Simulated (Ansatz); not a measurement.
# WC: band structure with HSE06

Crystal: WC.

```xyz
2
Lattice="0.0000 2.1927 2.1927 2.1927 0.0000 2.1927 2.1927 2.1927 0.0000" Properties=species:S:1:pos:R:3 pbc="T T T"
W     0.0000    0.0000    0.0000
C     2.1927    2.1927    2.1927
```

Measurements of this composition are mostly on another form, of space group No. 187.

```yaml
Program: Ansatz 0.2.0
Task: band structure
Functional: HSE06
Potentials_or_basis: Ansatz PAW
Cutoff: "420 eV (not typed: the program's choice for these potentials)"
k_mesh: 8 × 8 × 8
Occupations: fermi-dirac, width 0.05 eV
Spin: no spin polarisation
Path: "[[\"G\", \"X\", \"W\", \"K\", \"G\", \"L\", \"U\", \"W\", \"L\", \"K\"], [\"U\", \"X\"]]"
Points_for_each_segment_of_the_path: 4
```

| Property | Result |
| --- | --- |
| Pressure | -10.7 GPa |
| Band gap on the k mesh | none (metal or under the smearing width) |

Levels at the corners of the path, in eV from the Fermi level:
```csv
point,band 5,band 6,band 7,band 8,band 9,band 10,band 11,band 12,band 13,band 14
Γ,-18.05,-3.43,-3.43,-3.43,-1.51,-1.51,-1.51,-1.23,-1.23,7.08
X,-15.66,-6.78,-6.76,-3.27,-3.27,0.93,2.56,2.56,5.98,7.92
W,-14.66,-7.45,-7.21,-7.21,0.36,0.36,2.56,3.83,5.35,12.90
K,-14.79,-8.19,-7.09,-5.85,-2.12,1.57,2.81,5.26,5.33,10.57
Γ,-18.05,-3.43,-3.43,-3.43,-1.51,-1.51,-1.51,-1.23,-1.23,7.08
L,-13.05,-11.33,-7.78,-7.78,1.12,1.12,2.66,5.10,9.66,9.66
U,-14.79,-8.19,-7.09,-5.85,-2.12,1.57,2.81,5.26,5.33,10.57
W,-14.66,-7.45,-7.21,-7.21,0.36,0.36,2.56,3.83,5.35,12.90
L,-13.05,-11.33,-7.78,-7.78,1.12,1.12,2.66,5.10,9.66,9.66
K,-14.79,-8.19,-7.09,-5.85,-2.12,1.57,2.81,5.26,5.33,10.57
U,-14.79,-8.19,-7.09,-5.85,-2.12,1.57,2.81,5.26,5.33,10.57
X,-15.66,-6.78,-6.76,-3.27,-3.27,0.93,2.56,2.56,5.98,7.92
```

Run time: 43 s on 1 × NVIDIA H100 80GB HBM3 with 2 threads of AMD EPYC 7R13 Processor (Zen 3), with other jobs on the host, peak memory 2.4 GiB.

Caveat: spin-orbit coupling is left out, which moves the levels of the heavy elements; the PAW data sets come from PBE, with cores solved anew for the run's functional, which leaves a small shift of forces and pressure; the thresholds are loose for stress.
